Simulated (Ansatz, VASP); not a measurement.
**GaN: VASP beside Ansatz**

INCAR

```
SYSTEM = GaN
  ALGO = Normal
  EDIFF = 1E-6
  EDIFFG = -0.01
  ENCUT = 600
  GGA = RP
  IBRION = 2
  ISIF = 3
  ISMEAR = -1
  LASPH = .True.
  LCHARG = .False.
  LREAL = .False.
  LWAVE = .False.
  NELM = 80
  NSW = 60
  PREC = Accurate
  SIGMA = 0.05
```

KPOINTS

```
k-points
0
Gamma
  10 10 10
  0 0 0
```

POSCAR

```
GaN
1.0
    0.0000000000      2.2535006075      2.2535006075
    2.2535006075      0.0000000000      2.2535006075
    2.2535006075      2.2535006075      0.0000000000
Ga N
1 1
Direct
    0.0000000000      0.0000000000      0.0000000000
    0.2500000000      0.2500000000      0.2500000000
```

File input.yaml:

```yaml
crystal:
  lattice:
    - [0.0, 2.2535006075, 2.2535006075]
    - [2.2535006075, 0.0, 2.2535006075]
    - [2.2535006075, 2.2535006075, 0.0]
  atoms:
    - { symbol: Ga, position: [0.0, 0.0, 0.0] }
    - { symbol: "N", position: [0.25, 0.25, 0.25] }
hamiltonian:
  xc: rpbe
  pseudopotentials: { kind: paw }
kpoints:
  mp_grid: { grid: [10, 10, 10] }
scf:
  occupations: { method: fermi_dirac, width: 0.05 }
output:
  forces: true
  stress: true
  write_density: true
  write_potential: true
  elf: true
  volumetric_format: npy
relax:
  f_tol: 0.01
  max_steps: 40
  cell: { stress_tol: 0.05 }
```

The cell is a database's computed one.

Alike in both runs: task relaxation of cell and atoms; functional RPBE; k mesh 10 × 10 × 10; occupations fermi-dirac, width 0.05 eV; no spin polarisation.

|  | VASP | Ansatz |
| --- | --- | --- |
| version | VASP 6.6.1 | Ansatz 0.2.0 |
| potentials or method | VASP PAW PBE potentials, release 64 (Ga_d, N) | Ansatz PAW |
| plane-wave cutoff (eV) | 600 | 420 |
| valence electrons in the cell | 18 | 18 |

|  | VASP | Ansatz | Ansatz less VASP |
| --- | --- | --- | --- |
| gap on the k mesh at the Fermi level, each at its own relaxed structure (eV) | 1.46 | 1.43 | -0.024 |
| relaxed volume (Å³/atom) | 12.03 | 12.04 | +0.011 |
| relaxed cell length with the largest relative difference (Å) | 3.241 | 3.242 | +0.0010 |
| energy change over the relaxation (meV/atom) | -15 | -16 | -1.0 |

Caveats: the PAW data sets were made with another functional, which shifts forces and pressure a little (VASP); the plane-wave basis is chosen anew once the cell has moved, so the energies of steps on either side of that aren't comparable (Ansatz); the pressure holds a Pulay correction of +0.4 GPa for the finite cutoff (Ansatz); the PAW data sets come from PBE, with cores solved anew for the run's functional, which leaves a small shift of forces and pressure (Ansatz).
